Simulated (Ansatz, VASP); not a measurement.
# Two plane-wave programs on Al2O3

```
Al O
1.0
     2.28867    1.32137    4.05400
    -2.28867    1.32137    4.05400
     0.00000   -2.64273    4.05400
Al O
4 6
Direct
  0.85213 0.85213 0.85213
  0.64787 0.64787 0.64787
  0.14787 0.14787 0.14787
  0.35213 0.35213 0.35213
  0.05616 0.44384 0.75000
  0.75000 0.05616 0.44384
  0.44384 0.75000 0.05616
  0.94384 0.55616 0.25000
  0.25000 0.94384 0.55616
  0.55616 0.25000 0.94384
```

Alike in both runs: task single point; functional PBE; k mesh 6 × 6 × 6; occupations gaussian, width 0.05 eV; no spin polarisation.

|  | VASP | Ansatz |
| --- | --- | --- |
| version | VASP 6.6.1 | Ansatz 0.2.0 |
| potentials or method | VASP PAW PBE potentials, release 64 (Al, O) | scalar-relativistic, plane waves, PAW |
| plane-wave cutoff (eV) | 520 | 520 |
| valence electrons in the cell | 48 | 48 |

|  | VASP | Ansatz | Ansatz less VASP |
| --- | --- | --- | --- |
| gap on the k mesh at the Fermi level (eV) | 7.84 | 7.83 | -0.008 |
| least direct gap on the mesh (eV) | 7.84 | 7.83 | -0.008 |
| rms of the force components (eV/Å) | 0.128 | 0.122 | -0.0065 |

Atom by atom the forces differ by 0.007 eV/Å (rms over components).

 A k mesh can miss the band edges.
